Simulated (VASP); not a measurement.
# Na in VASP: settings compared

Aim: see how the results for Na move with the level of theory and the settings. Levels: PBE, PBEsol+D3. Tasks: work function.

Program: VASP 6.6.1. These are calculated values, not measurements. Logs are shortened: lines on timing, memory, paths and dates and some standing lists are left out, and cuts for length are marked.

### 1 The cell of the first run

The cell holds a slab with vacuum, 6 atoms: a = 3.697 Å, b = 3.697 Å, c = 30.608 Å, α = 90.00°, β = 90.00°, γ = 60.29°.

The slab is cut from a database's or a generator's crystal, which needn't be the stable form of the element.

### 2 Work function, PBE (the (0 0 1) slab of Na, cut from the database cell, not relaxed)

File INCAR:

```
  ALGO = Normal
  DIPOL = 0.5 0.5 0.500
  EDIFF = 1E-6
  ENCUT = 520
  GGA = PE
  IDIPOL = 3
  ISIF = 2
  ISMEAR = 0
  LASPH = T
  LCHARG = T
  LDIPOL = T
  LELF = T
  LREAL = F
  LVACPOTAV = T
  LVHAR = T
  LWAVE = F
  NELM = 100
  PREC = Accurate
  SIGMA = 0.05
```

File KPOINTS:

```
k-points
0
Gamma
  8 8 1
```

File POSCAR:

```
Na
1.0
    3.6966700871      0.0000000000      0.0000000000
    1.8318645423      3.2108631287      0.0000000000
    0.0000000000      0.0000000000     30.6079104556
Na
6
Direct
    0.0043308002      0.0043308002      0.2450346949
    0.3401139387      0.3401139387      0.3470191036
    0.6758970772      0.6758970772      0.4490035122
    0.3444447389      0.3444447389      0.5509964878
    0.6802278774      0.6802278774      0.6529808964
    0.0160110159      0.0160110159      0.7549653051
```

Potentials or basis: VASP PAW PBE potentials, release 64 (Na_pv).

Launch:

```
cat potpaw_PBE.64/Na_pv/POTCAR > POTCAR
mpirun -np 1 vasp_std > vasp.out
```

OUTCAR:

```text
EDIFF = 1E-6
   ENCUT = 520
   GGA = PE
   ISIF = 2
   ISMEAR = 0
   LASPH = T
   LREAL = F
   NELM = 100
   PREC = Accurate

 ion  position               nearest neighbor table
   1  0.004  0.004  0.245-
   2  0.340  0.340  0.347-
   3  0.676  0.676  0.449-
   4  0.344  0.344  0.551-
   5  0.680  0.680  0.653-
   6  0.016  0.016  0.755-

  LATTYP: Found a base centered orthorhombic cell.
 ALAT       =     3.7131040588
 B/A-ratio  =     1.7218219550
 C/A-ratio  =     8.2432137563

  Lattice vectors:

 A1 = (  -1.8318645423,  -3.2108631287,   0.0000000000)
 A2 = (   3.6966700871,   0.0000000000,   0.0000000000)
 A3 = (   0.0000000000,   0.0000000000,  30.6079104556)

Analysis of symmetry for initial positions (statically):
=====================================================================
 Subroutine PRICEL returns:
 Original cell was already a primitive cell.

 Routine SETGRP: Setting up the symmetry group for a
 base centered orthorhombic supercell.

 Subroutine GETGRP returns: Found  4 space group operations
 (whereof  2 operations were pure point group operations)
 out of a pool of  8 trial point group operations.

The static configuration has the point symmetry C_1h.
 The point group associated with its full space group is C_2h.

Analysis of symmetry for dynamics (positions and initial velocities):
=====================================================================
 Subroutine PRICEL returns:
 Original cell was already a primitive cell.

 Routine SETGRP: Setting up the symmetry group for a
 base centered orthorhombic supercell.

 Subroutine GETGRP returns: Found  4 space group operations
 (whereof  2 operations were pure point group operations)
 out of a pool of  8 trial point group operations.

The dynamic configuration has the point symmetry C_1h.
 The point group associated with its full space group is C_2h.

 Subroutine INISYM returns: Found  4 space group operations
 (whereof  2 operations are pure point group operations),
 and found     1 'primitive' translations

----------------------------------------------------------------------------------------

                                     Primitive cell

  volume of cell :     363.3006

  direct lattice vectors                    reciprocal lattice vectors
     3.696670087  0.000000000  0.000000000     0.270513726 -0.154333736  0.000000000
     1.831864542  3.210863129  0.000000000     0.000000000  0.311442737  0.000000000
     0.000000000  0.000000000 30.607910456     0.000000000  0.000000000  0.032671293

  length of vectors
     3.696670087  3.696670087 30.607910456     0.311442737  0.311442737  0.032671293

  position of ions in fractional coordinates (direct lattice)
     0.004330800  0.004330800  0.245034695
     0.340113939  0.340113939  0.347019104
     0.675897077  0.675897077  0.449003512
     0.344444739  0.344444739  0.550996488
     0.680227877  0.680227877  0.652980896
     0.016011016  0.016011016  0.754965305

  ion indices of the primitive-cell ions
   primitive index   ion index
                 1           1
                 2           2
                 3           3
                 4           4
                 5           5
                 6           6

----------------------------------------------------------------------------------------

 KPOINTS: k-points

Automatic generation of k-mesh.
 Grid dimensions read from file:
 generate k-points for:    8    8    1

 Generating k-lattice:

  Cartesian coordinates                     Fractional coordinates (reciprocal lattice)
     0.033814216 -0.019291717  0.000000000     0.125000000 -0.000000000  0.000000000
     0.000000000  0.038930342  0.000000000     0.000000000  0.125000000  0.000000000
     0.000000000  0.000000000  0.032671293     0.000000000  0.000000000  1.000000000

  Length of vectors
     0.038930342  0.038930342  0.032671293

  Shift w.r.t. Gamma in fractional coordinates (k-lattice)
     0.000000000  0.000000000  0.000000000

 Subroutine IBZKPT returns following result:
 ===========================================

 Found     21 irreducible k-points:

 Following reciprocal coordinates:
            Coordinates               Weight
  0.000000  0.000000  0.000000      1.000000
  0.125000 -0.000000  0.000000      4.000000
  0.250000 -0.000000  0.000000      4.000000
  0.375000 -0.000000  0.000000      4.000000
  0.500000 -0.000000  0.000000      2.000000
  0.125000  0.125000  0.000000      2.000000
[... 13 lines left out ...]
 -0.375000  0.375000  0.000000      2.000000
  0.500000  0.500000  0.000000      1.000000
   k-points           NKPTS =     21   k-points in BZ     NKDIM =     21   number of bands    NBANDS=     25
   number of dos      NEDOS =    301   number of ions     NIONS =      6
   total plane-waves  NPLWV = 188160
   dimension x,y,z NGX =    28 NGY =   28 NGZ =  240
   dimension x,y,z NGXF=    56 NGYF=   56 NGZF=  480
   ions per type =               6
   NGX,Y,Z   is equivalent  to a cutoff of  12.59, 12.59, 13.04 a.u.
   NGXF,Y,Z  is equivalent  to a cutoff of  25.18, 25.18, 26.07 a.u.
 SYSTEM =  unknown system
   PREC   = accura    normal or accurate (medium, high low for compatibility)
   ISTART =      0    job   : 0-new  1-cont  2-samecut
   ICHARG =      2    charge: 1-file 2-atom 10-const
   ISPIN  =      1    spin polarized calculation?
   LNONCOLLINEAR =      F non collinear calculations
   LSORBIT =      F    spin-orbit coupling
   LASPH  =      T    aspherical Exc in radial PAW
   ENCUT  =  520.0 eV  38.22 Ry    6.18 a.u.   6.87  6.87 56.91*2*pi/ulx,y,z
   NELM   =    100;   NELMIN=  2; NELMDL= -5     # of ELM steps
   EDIFF  = 0.1E-05   stopping-criterion for ELM
   LREAL  =      F    real-space projection
[... 7 lines left out ...]
   TEBEG  =    0.0;   TEEND  =   0.0 temperature during run
   PSTRESS=    0.0 pullay stress
   NELECT =      42.0000    total number of electrons
   NUPDOWN=      -1.0000    fix difference up-down
   EMIN   =  10.00;   EMAX   =-10.00  energy-range for DOS
   EFERMI =   0.00;   METHOD = LEGACY
   ISMEAR =     0;   SIGMA  =   0.05  broadening in eV -4-tet -1-fermi 0-gaus
   EFERMI_NEDOS =   21; number of points for ismear=-14 and -15
   IALGO  =     38    algorithm
   IMIX   =      4    mixing-type and parameters
     AMIX     =   0.40;   BMIX     =  1.00
     AMIX_MAG =   1.60;   BMIX_MAG =  1.00
  volume/ion in A,a.u.               =      60.55       408.61
  Fermi-wavevector in a.u.,A,eV,Ry     =   0.797510  1.507074  8.653597  0.636021
  Thomas-Fermi vector in A             =   1.904241
   LORBIT       =      0    0 simple, 1 ext, 2 COOP (PROOUT), +10 PAW based schemes
   GGA     = PE    functional components
[... 6 lines left out ...]
 Gauss-broadening in eV      SIGMA  =   0.05
  energy-cutoff  :      520.00
  volume of cell :      363.30
 maximum number of plane-waves:      9830
   NGX = 13   NGY = 13   NGZ =113

 dipolmoment           0.000000      0.000000     -0.000000 electrons x Angstroem

 number of electron      42.0000023 magnetization

 dipolmoment           0.000000      0.000000      0.000006 electrons x Angstroem

 Free energy of the ion-electron system (eV)
  ---------------------------------------------------
  ext. energy  EPLUGINS =         0.00000000
  ---------------------------------------------------
  free energy    TOTEN  =        -7.54036449 eV

  energy without entropy =       -7.53611843  energy(sigma->0) =       -7.53824146

 E-fermi :  -0.9170     XC(G=0):  -4.4522

 val. band max:       -0.9437257289   @ k =   0.1250   0.1250   0.0000
 cond. band min:      -0.8848438828   @ k =  -0.3750   0.1250   0.0000
 fundamental gap:      0.0588818461
 Fermi energy:        -0.9169791081

 k-point     1 :       0.0000    0.0000    0.0000
  band No.  band energies     occupation
      1     -26.0337      2.00000
      2     -26.0336      2.00000
      3     -26.0054      2.00000
      4     -26.0053      2.00000
      5     -26.0053      2.00000
      6     -26.0052      2.00000
[... 17 lines left out ...]
     24      -1.1716      2.00000
     25      -0.3899      0.00000

 k-point     2 :       0.1250   -0.0000    0.0000
  band No.  band energies     occupation
      1     -26.0331      2.00000
      2     -26.0330      2.00000
      3     -26.0097      2.00000
      4     -26.0096      2.00000
      5     -26.0064      2.00000
      6     -26.0063      2.00000
[... 17 lines left out ...]
     24      -0.9457      1.58408
     25      -0.1761      0.00000

 k-point     3 :       0.2500   -0.0000    0.0000
  band No.  band energies     occupation
      1     -26.0317      2.00000
      2     -26.0316      2.00000
      3     -26.0201      2.00000
      4     -26.0200      2.00000
      5     -26.0089      2.00000
      6     -26.0088      2.00000
[... 17 lines left out ...]
     24      -0.2754      0.00000
     25       0.4665      0.00000

 k-point     4 :       0.3750   -0.0000    0.0000
  band No.  band energies     occupation
      1     -26.0304      2.00000
      2     -26.0303      2.00000
      3     -26.0302      2.00000
      4     -26.0301      2.00000
      5     -26.0114      2.00000
      6     -26.0113      2.00000
[... 17 lines left out ...]
     24       0.7769      0.00000
     25       1.5357      0.00000
[... 393 lines left out ...]
 k-point    19 :       0.5000    0.3750    0.0000
  band No.  band energies     occupation
      1     -26.0329      2.00000
      2     -26.0328      2.00000
      3     -26.0296      2.00000
      4     -26.0295      2.00000
      5     -26.0149      2.00000
      6     -26.0148      2.00000
[... 17 lines left out ...]
     24       0.7676      0.00000
     25       1.0689      0.00000

 k-point    20 :      -0.3750    0.3750    0.0000
  band No.  band energies     occupation
      1     -26.0299      2.00000
      2     -26.0298      2.00000
      3     -26.0292      2.00000
      4     -26.0291      2.00000
      5     -26.0214      2.00000
      6     -26.0214      2.00000
[... 17 lines left out ...]
     24       0.9153      0.00000
     25       1.3905      0.00000

 k-point    21 :       0.5000    0.5000    0.0000
  band No.  band energies     occupation
      1     -26.0352      2.00000
      2     -26.0351      2.00000
      3     -26.0295      2.00000
      4     -26.0295      2.00000
      5     -26.0127      2.00000
      6     -26.0126      2.00000
[... 17 lines left out ...]
     24       0.2819      0.00000
     25       0.7841      0.00000

------------------------ aborting loop because EDIFF is reached ----------------------------------------

  FORCE on cell =-STRESS in cart. coord.  units (eV):
  Direction    XX          YY          ZZ          XY          YZ          ZX
  --------------------------------------------------------------------------------------
  -------------------------------------------------------------------------------------
  Total        0.0746843      0.0456472     -0.3840874      0.0254479     -0.0019267     -0.0033174
  in kB        0.3293624      0.2013071     -1.6938481      0.1122266     -0.0084968     -0.0146299
  external PRESSURE =      -0.3877262 kB  Pullay stress =       0.0000000 kB

 VOLUME and BASIS-vectors are now :
 -----------------------------------------------------------------------------
  energy-cutoff  :      520.00
  volume of cell :      363.30
      direct lattice vectors                 reciprocal lattice vectors
     3.696670087  0.000000000  0.000000000     0.270513726 -0.154333736  0.000000000
     1.831864542  3.210863129  0.000000000     0.000000000  0.311442737  0.000000000
     0.000000000  0.000000000 30.607910456     0.000000000  0.000000000  0.032671293

 POSITION                                       TOTAL-FORCE (eV/Angst)
 -----------------------------------------------------------------------------------
      0.02394      0.01391      7.50000        -0.000824     -0.000479      0.010006
      1.88033      1.09206     10.62153         0.000186      0.000108      0.024184
      3.73672      2.17021     13.74306         0.002154      0.001251     -0.008641
      1.90427      1.10596     16.86485        -0.002154     -0.001251      0.008641
      3.76066      2.18412     19.98638        -0.000186     -0.000108     -0.024184
      0.08852      0.05141     23.10791         0.000824      0.000479     -0.010006
 -----------------------------------------------------------------------------------
    total drift:                                0.000013      0.000008      0.000193

  FREE ENERGIE OF THE ION-ELECTRON SYSTEM (eV)
  ---------------------------------------------------
  free  energy   TOTEN  =        -7.5403644916 eV

  energy  without entropy=       -7.5361184326  energy(sigma->0) =       -7.53824146

 vacuum level on the upper side and lower side of the slab         2.068         2.068
```

Run time: 2.6 min. Hardware: 1 thread of AMD EPYC 9R45 (Zen 5), shared host; peak memory 0.45 GiB.

Results:

```yaml
Free_energy: -7.5404 eV
Largest_force: 0.024 eV/Å
Band_gap_on_the_k_mesh: none (metal or under the smearing width)
Work_function_of_the_upper_face: 2.98 eV
Work_function_of_the_lower_face: 2.98 eV
```

Forces in eV/Å, atoms in the order of the input:
```
Na  -0.001  0.000  0.010
Na   0.000  0.000  0.024
Na   0.002  0.001 -0.009
Na  -0.002 -0.001  0.009
Na   0.000  0.000 -0.024
Na   0.001  0.000 -0.010
```

### 3 Work function, PBEsol+D3 (the (0 0 1) slab of Na, cut from the database cell, not relaxed)

File INCAR:

```
  PREC = Accurate
  ENCUT = 520
  EDIFF = 1E-6
  ISMEAR = -5
  SIGMA = 0.05
  LREAL = False
  LASPH = True
  NELM = 80
  ALGO = Fast
  ISIF = 2
  LWAVE = False
  LCHARG = True
  LDIPOL = True
  IDIPOL = 3
  DIPOL = 0.5 0.5 0.500
  GGA = PS
  IVDW = 11
  LELF = True
  LVHAR = True
  LVACPOTAV = True
```

File KPOINTS:

```
Automatic mesh
0
Gamma
  8 8 1
```

Changes to POSCAR since step 2:

```diff
@@ -1,6 +1,6 @@
 Na
-1.0
-    3.6966700871      0.0000000000      0.0000000000
-    1.8318645423      3.2108631287      0.0000000000
-    0.0000000000      0.0000000000     30.6079104556
+3.6967
+    0.999991908212      0.000000000000      0.000000000000
+    0.495540493487      0.868575521071      0.000000000000
+    0.000000000000      0.000000000000      8.279792911411
 Na
```

Potentials or basis: VASP PAW PBE potentials, release 64 (Na_pv).

Launch:

```
cat potpaw_PBE.64/Na_pv/POTCAR > POTCAR
mpirun -np 1 vasp_std > vasp.out
```

OUTCAR:

```text
PREC = Accurate
   ENCUT = 520
   EDIFF = 1E-6
   ISMEAR = -5
   LREAL = False
   LASPH = True
   NELM = 80
   ISIF = 2
   GGA = PS
   IVDW = 11
 IVDW          = 11

 ion  position               nearest neighbor table
   1  0.004  0.004  0.245-
   2  0.340  0.340  0.347-
   3  0.676  0.676  0.449-
   4  0.344  0.344  0.551-
   5  0.680  0.680  0.653-
   6  0.016  0.016  0.755-

  LATTYP: Found a base centered orthorhombic cell.
 ALAT       =     3.7131040588
[... 801 lines left out ...]
  -------------------------------------------------------------------------------------
  Total       0.05411     0.03582    -0.69037     0.01603    -0.00162    -0.00278
  in kB       0.23865     0.15796    -3.04455     0.07071    -0.00713    -0.01227
  external pressure =       -0.88 kB  Pullay stress =        0.00 kB

 VOLUME and BASIS-vectors are now :
 -----------------------------------------------------------------------------
  energy-cutoff  :      520.00
  volume of cell :      363.30
      direct lattice vectors                 reciprocal lattice vectors
     3.696670087  0.000000000  0.000000000     0.270513726 -0.154333736  0.000000000
     1.831864542  3.210863129  0.000000000     0.000000000  0.311442737  0.000000000
     0.000000000  0.000000000 30.607910456     0.000000000  0.000000000  0.032671293

 POSITION                                       TOTAL-FORCE (eV/Angst)
 -----------------------------------------------------------------------------------
      0.02394      0.01391      7.50000        -0.001172     -0.000681      0.041764
      1.88033      1.09206     10.62153         0.000732      0.000425      0.001411
      3.73672      2.17021     13.74306         0.002039      0.001184     -0.000963
      1.90427      1.10596     16.86485        -0.002039     -0.001184      0.000963
      3.76066      2.18412     19.98638        -0.000732     -0.000425     -0.001411
      0.08852      0.05141     23.10791         0.001172      0.000681     -0.041764
 -----------------------------------------------------------------------------------
    total drift:                                0.000013      0.000008      0.000192

  FREE ENERGIE OF THE ION-ELECTRON SYSTEM (eV)
  ---------------------------------------------------
  free  energy   TOTEN  =        -8.7010561283 eV

  energy  without entropy=       -8.7010561283  energy(sigma->0) =       -8.70105613

 vacuum level on the upper side and lower side of the slab         2.022         2.021
```

OSZICAR:

```text
N       E                     dE             d eps       ncg     rms          rms(c)
DAV:   1     0.287508790930E+03    0.28751E+03   -0.22071E+04  1506   0.143E+03
DAV:   2     0.732065633717E+01   -0.28019E+03   -0.27675E+03  1068   0.390E+02
DAV:   3    -0.793017775211E+01   -0.15251E+02   -0.14969E+02  1228   0.115E+02
DAV:   4    -0.825193787000E+01   -0.32176E+00   -0.31864E+00  1127   0.161E+01
[... 13 lines left out ...]
RMM:  18    -0.805547107526E+01    0.35195E-03   -0.29304E-06   817   0.799E-03    0.675E-04
RMM:  19    -0.805533605343E+01    0.13502E-03   -0.92261E-07   753   0.444E-03    0.807E-04
RMM:  20    -0.805537953967E+01   -0.43486E-04   -0.23408E-07   633   0.298E-03    0.240E-04
RMM:  21    -0.805541924904E+01   -0.39709E-04   -0.46346E-08   328   0.155E-03    0.159E-04
RMM:  22    -0.805541967034E+01   -0.42130E-06   -0.13420E-08   217   0.129E-03
   1 F= -.87010561E+01 E0= -.87010561E+01  d E =0.000000E+00
```

stdout:

```text
POSCAR found type information on POSCAR Na
 POSCAR found :  1 types and       6 ions
 scaLAPACK will be used
 -----------------------------------------------------------------------------
|                                                                             |
[... 39 lines left out ...]
|     occupations, so forces and stress will be inaccurate. We suggest        |
|     using a different smearing scheme ISMEAR = 1 or 2 for metals in         |
|     relaxations.                                                            |
|                                                                             |
 -----------------------------------------------------------------------------
```

Wall time 3.1 min (1 thread of AMD EPYC 9R45 (Zen 5), shared host); peak memory 0.46 GiB.

Results:

| Property | Result |
| --- | --- |
| Free energy | -8.7011 eV |
| Largest force | 0.042 eV/Å |
| Band gap on the k mesh | none (metal or under the smearing width) |
| Dispersion energy per atom | -0.108 eV |
| Work function of the upper face | 2.88 eV |
| Work function of the lower face | 2.88 eV |

Forces in eV/Å, atoms in the order of the input:
```
Na  -0.001 -0.001  0.042
Na   0.001  0.000  0.001
Na   0.002  0.001 -0.001
Na  -0.002 -0.001  0.001
Na  -0.001  0.000 -0.001
Na   0.001  0.001 -0.042
```

Levels at points of the mesh, in eV from the Fermi level:
```tsv
k point	band 18	band 19	band 20	band 21	band 22	band 23	band 24	band 25
(0.00, 0.00, 0.00)	-24.80	-3.21	-2.96	-2.54	-1.94	-1.19	-0.31	0.45
(0.50, 0.00, 0.00)	-24.80	0.37	0.47	0.63	0.64	1.00	1.12	1.79
(0.50, 0.50, 0.00)	-24.80	0.40	0.50	0.66	0.67	1.03	1.16	1.64
```

Caveat: the PAW data sets were made with another functional, which shifts forces and pressure a little; tetrahedron occupations give inexact forces and stress in metals.
